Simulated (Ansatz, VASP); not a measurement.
## AlN: VASP beside Ansatz

```
Al N
1.0
     3.12989    0.00000    0.00000
    -1.56494    2.71056    0.00000
     0.00000    0.00000    4.61560
Al N
2 2
Direct
  0.33333 0.66667 0.99038
  0.66667 0.33333 0.49038
  0.33333 0.66667 0.39462
  0.66667 0.33333 0.89462
```

Alike in both runs: functional PBE; k mesh 9 × 9 × 6; occupations gaussian, width 0.05 eV; no spin polarisation.

Ansatz relaxed the structure, and its values are those at the end. VASP's run is a single point on that final structure, the one shown.

|  | VASP | Ansatz |
| --- | --- | --- |
| version | VASP 6.6.1 | Ansatz 0.2.0 |
| potentials or method | VASP PAW PBE potentials, release 64 (Al, N) | scalar-relativistic, plane waves, PAW |
| plane-wave cutoff (eV) | 520 | 520 |
| valence electrons in the cell | 16 | 16 |

|  | VASP | Ansatz | Ansatz less VASP |
| --- | --- | --- | --- |
| gap on the k mesh at the Fermi level (eV) | 4.19 | 4.17 | -0.012 |
| least direct gap on the mesh (eV) | 4.19 | 4.17 | -0.012 |
| pressure (GPa) | 16.3 | 16.5 | +0.16 |

Ansatz warned: «stress_scf_threshold_loose».

Caveats: so large a pressure means that the cell lies far from this level's equilibrium, or that cutoff or potentials fall short (VASP); an odd mesh through Γ misses points on the zone boundary, where band edges often lie.
